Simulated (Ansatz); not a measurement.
Theory: DFT PBE, scalar-relativistic, plane waves, PAW in Ansatz.

Structure of Zn:

```
CELL_PARAMETERS angstrom
2.63332 0.00000 0.00000
-1.31666 2.28052 0.00000
0.00000 0.00000 5.10824
ATOMIC_POSITIONS crystal
Zn 0.33333 0.66667 0.25000
Zn 0.66667 0.33333 0.75000
```

Plane waves to 420 eV, a k mesh through Γ of 18×18×8 on the computed 2-atom cell and Gaussian smearing (0.10 eV); no spin polarisation.

Levels along Γ–M–K–Γ–A–L–H–A | L–M | H–K, in eV from the Fermi level, sorted by energy at each point. Points in fractions of the primitive reciprocal vectors: Γ (0.000 0.000 0.000), M (0.500 0.000 0.000), K (0.333 0.333 0.000), A (0.000 0.000 0.500), L (0.500 0.000 0.500), H (0.333 0.333 0.500).
```tsv
point	k (1/Å, with 2π)	band 9	band 10	band 11	band 12	band 13	band 14	band 15
Γ	0.000	-7.23	-7.06	-7.06	-3.77	-3.52	12.06	15.84
-	0.197	-7.24	-7.15	-7.06	-3.52	-3.44	12.23	15.42
-	0.394	-7.29	-7.27	-7.06	-3.19	-2.85	12.08	12.73
-	0.590	-7.33	-7.32	-7.07	-2.70	-1.87	8.78	13.29
-	0.787	-7.15	-7.13	-7.08	-1.92	-0.64	5.70	10.77
-	0.984	-7.00	-6.99	-5.96	-0.83	0.81	2.93	7.97
-	1.181	-6.89	-6.87	-4.31	-0.31	1.35	2.41	5.46
M	1.378	-6.84	-6.83	-2.66	-1.94	2.33	3.56	3.82
-	1.491	-6.87	-6.85	-2.59	-1.89	2.39	3.62	3.86
-	1.605	-6.92	-6.91	-2.37	-1.74	2.56	3.79	3.97
-	1.718	-7.00	-6.98	-2.02	-1.50	2.84	4.08	4.16
-	1.832	-7.09	-7.04	-1.56	-1.17	3.24	4.40	4.48
-	1.946	-7.17	-7.09	-1.00	-0.76	3.33	3.74	4.84
-	2.059	-7.20	-7.13	-0.36	-0.26	1.81	4.31	5.30
K	2.173	-7.18	-7.18	0.34	0.34	0.40	4.75	5.87
-	2.400	-7.26	-7.04	-2.28	1.68	2.09	2.94	4.24
-	2.627	-7.21	-6.96	-4.51	0.46	2.12	3.94	4.15
-	2.855	-7.15	-7.03	-6.19	-1.20	0.25	6.29	6.54
-	3.082	-7.23	-7.10	-7.07	-2.37	-1.32	9.05	9.27
-	3.309	-7.37	-7.25	-7.07	-3.06	-2.58	12.16	12.29
-	3.536	-7.25	-7.17	-7.06	-3.44	-3.41	12.29	15.41
Γ	3.764	-7.23	-7.06	-7.06	-3.77	-3.52	12.06	15.84
-	3.852	-7.22	-7.06	-7.06	-4.47	-2.75	11.50	16.43
-	3.939	-7.21	-7.07	-7.07	-5.22	-1.80	10.33	17.70
-	4.027	-7.20	-7.08	-7.08	-5.90	-0.80	9.01	18.41
-	4.115	-7.19	-7.09	-7.09	-6.49	0.26	7.66	18.60
-	4.203	-7.17	-7.10	-7.10	-6.98	1.38	6.33	18.83
-	4.291	-7.15	-7.15	-7.12	-7.12	2.54	5.02	19.09
A	4.379	-7.13	-7.13	-7.13	-7.13	3.76	3.76	19.35
-	4.575	-7.14	-7.14	-7.08	-7.08	3.91	3.91	16.94
-	4.772	-7.16	-7.16	-6.92	-6.92	4.35	4.35	13.53
-	4.969	-7.17	-7.17	-6.58	-6.58	5.06	5.06	10.27
-	5.166	-7.13	-7.13	-5.82	-5.82	5.88	5.88	7.37
-	5.363	-6.99	-6.99	-4.57	-4.57	4.23	4.23	7.44
-	5.559	-6.88	-6.88	-2.99	-2.99	1.79	1.79	8.72
L	5.756	-6.84	-6.84	-1.77	-1.77	0.28	0.28	9.50
-	5.870	-6.87	-6.87	-1.69	-1.69	0.31	0.31	9.55
-	5.983	-6.94	-6.94	-1.46	-1.46	0.42	0.42	9.54
-	6.097	-7.05	-7.05	-1.09	-1.09	0.59	0.59	8.08
-	6.211	-7.08	-7.08	-0.60	-0.60	0.85	0.85	6.43
-	6.324	-7.08	-7.08	-0.01	-0.01	1.19	1.19	4.84
-	6.438	-7.09	-7.09	0.65	0.65	1.60	1.60	3.36
H	6.551	-7.09	-7.09	1.17	1.17	1.93	1.93	2.38
-	6.779	-7.06	-7.06	-0.92	-0.92	3.31	3.31	3.64
-	7.006	-7.01	-7.01	-3.16	-3.16	5.36	5.36	5.50
-	7.233	-7.04	-7.04	-4.98	-4.98	6.59	6.59	7.75
-	7.460	-7.14	-7.14	-6.24	-6.24	5.48	5.48	10.52
-	7.688	-7.16	-7.16	-6.83	-6.83	4.54	4.54	13.60
-	7.915	-7.14	-7.14	-7.06	-7.06	3.96	3.96	16.89
A	8.142	-7.13	-7.13	-7.13	-7.13	3.76	3.76	19.35
L	8.142	-6.84	-6.84	-1.77	-1.77	0.28	0.28	9.50
-	8.230	-6.84	-6.84	-1.92	-1.70	0.33	0.42	9.01
-	8.318	-6.84	-6.83	-2.11	-1.71	0.56	0.72	8.17
-	8.406	-6.84	-6.83	-2.29	-1.76	0.92	1.14	7.23
-	8.494	-6.84	-6.83	-2.45	-1.83	1.36	1.66	6.29
-	8.582	-6.84	-6.83	-2.57	-1.89	1.81	2.26	5.38
-	8.669	-6.84	-6.83	-2.64	-1.92	2.18	2.93	4.51
M	8.757	-6.84	-6.83	-2.66	-1.94	2.33	3.56	3.82
H	8.757	-7.09	-7.09	1.17	1.17	1.93	1.93	2.38
-	8.845	-7.10	-7.10	1.08	1.08	1.54	2.35	2.53
-	8.933	-7.11	-7.11	0.90	0.90	1.20	2.82	2.89
-	9.021	-7.12	-7.12	0.71	0.71	0.92	3.31	3.37
-	9.109	-7.14	-7.14	0.55	0.55	0.69	3.80	3.94
-	9.197	-7.16	-7.16	0.43	0.43	0.53	4.26	4.58
-	9.284	-7.18	-7.18	0.36	0.36	0.43	4.61	5.28
K	9.372	-7.18	-7.18	0.34	0.34	0.40	4.75	5.87
```